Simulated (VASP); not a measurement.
A run of VASP 6.6.1 is set up as follows.

POSCAR

```
ZnSe
1.0
    0.0000000000      2.8338000000      2.8338000000
    2.8338000000      0.0000000000      2.8338000000
    2.8338000000      2.8338000000      0.0000000000
Se Zn
1 1
Direct
    0.7500000000      0.7500000000      0.7500000000
    0.0000000000      0.0000000000      0.0000000000
```

INCAR.step1

```
SYSTEM = ZnSe
PREC = Accurate
ENCUT = 520
EDIFF = 1E-5
ISMEAR = 0
SIGMA = 0.02
LREAL = .FALSE.
LASPH = .TRUE.
NELM = 100
ALGO = Normal
ISIF = 2
LWAVE = .TRUE.
MAGMOM = 0 0 0 0 0 0
LORBIT = 11
LSORBIT = .TRUE.
GGA_COMPAT = .FALSE.
GGA = PE
```

INCAR.step2

```
SYSTEM = ZnSe
PREC = Accurate
ENCUT = 520
EDIFF = 1E-7
ISMEAR = 0
SIGMA = 0.02
LREAL = .FALSE.
LASPH = .TRUE.
NELM = 100
ALGO = Normal
ISIF = 2
LWAVE = .FALSE.
LCHARG = .TRUE.
MAGMOM = 0 0 0 0 0 0
LORBIT = 11
LSORBIT = .TRUE.
GGA_COMPAT = .FALSE.
GGA = PE
LHFCALC = .TRUE.
HFSCREEN = 0.2
PRECFOCK = Fast
LVHAR = .TRUE.
ISTART = 1
```

Contents of KPOINTS:

```
Automatic mesh
0
G
  4 4 4
  0 0 0
```

Potentials or basis: VASP PAW PBE potentials, release 64 (Se, Zn).

Launch:

```sh
$ cat potpaw_PBE.64/Se/POTCAR potpaw_PBE.64/Zn/POTCAR > POTCAR
$ cp INCAR.step1 INCAR
$ mpirun -np 1 vasp_ncl > vasp.out
$ cp INCAR.step2 INCAR
$ mpirun -np 1 vasp_ncl > vasp.out
```

(1) Estimate the net moment.

(2) Estimate the pressure.

## Answers

(1) 0.00 μB per cell.

(2) 1.5 GPa.

Caveat: the k mesh is coarse (spacing up to 0.48 Å⁻¹), so the values aren't converged, least of all with exact exchange; the PAW data sets were made with another functional, which shifts forces and pressure a little.
